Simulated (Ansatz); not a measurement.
This Ansatz 0.2.0 run on MnS needs a look.

The input input.yaml:

```yaml
crystal:
  lattice:
    - [1.8299960138, 1.0565486912, 2.9709202777]
    - [-1.8299960138, 1.0565486912, 2.9709202777]
    - [0.0, -2.1130973823, 2.9709202777]
  atoms:
    - { symbol: Mn, position: [0.0, 0.0, 0.0], spin: 4.0 }
    - { symbol: S, position: [0.5, 0.5, 0.5] }
hamiltonian:
  xc: gga
  pseudopotentials: { kind: paw }
magnetization:
  spin_polarized: true
kpoints:
  mp_grid: { grid: [9, 9, 9] }
scf:
  occupations: { method: fermi_dirac, width: 0.05 }
  n_extra_bands: 6
  max_iter: 75
output:
  forces: true
  stress: true
  eigenvalues: true
  dos: { projected: true, de: 0.05, nscf_kmesh: { grid: [14, 14, 14] } }
```

Potentials or basis: Ansatz PAW.

Launch:

```bash
$ ansatz run input.yaml --threads 2 --pin off --max-ram 5632MiB --backend cpu --events-out ev --progress --plain --runs-dir out
```

Output:

```text
Error: YAML parse error: error: line 10 column 7: hamiltonian.xc: unknown variant `gga`, expected one of `lda`, `lda-pw`, `pw92`, `pbe`, `pbesol`, `rpbe`, `revpbe`, `blyp`, `pbe0`, `revpbe0`, `b3lyp`, `b3lyp5`, `hse06`, `wpbeh`, `hiss`, `lc_wpbe`, `cam_b3lyp`, `hf`, `r2scan`, `r2scanh`, `r2scan0`, `r2scan50`, `mr2scan`
  --> <input>:10:7
   |
 8 |     - { symbol: S, position: [0.5, 0.5, 0.5] }
 9 | hamiltonian:
10 |   xc: gga
   |       ^ hamiltonian.xc: unknown variant `gga`, expected one of `lda`, `lda-pw`, `pw92`, `pbe`, `pbesol`, `rpbe`, `revpbe`, `blyp`, `pbe0`, `revpbe0`, `b3lyp`, `b3lyp5`, `hse06`, `wpbeh`, `hiss`, `lc_wpbe`, `cam_b3lyp`, `hf`, `r2scan`, `r2scanh`, `r2scan0`, `r2scan50`, `mr2scan`
11 |   pseudopotentials: { kind: paw }
12 | magnetization:
   |
```

Question: What happened, and what is wrong with the input?

Answer: The program refused the input. The input holds a flaw that was put in on purpose: an unknown functional (hamiltonian.xc = gga).

A sound run on the same cell differs in these lines of the main input:
```diff
@@ -10 +10 @@
-  xc: gga
+  xc: lda
@@ -19 +18,0 @@
-  max_iter: 75
```
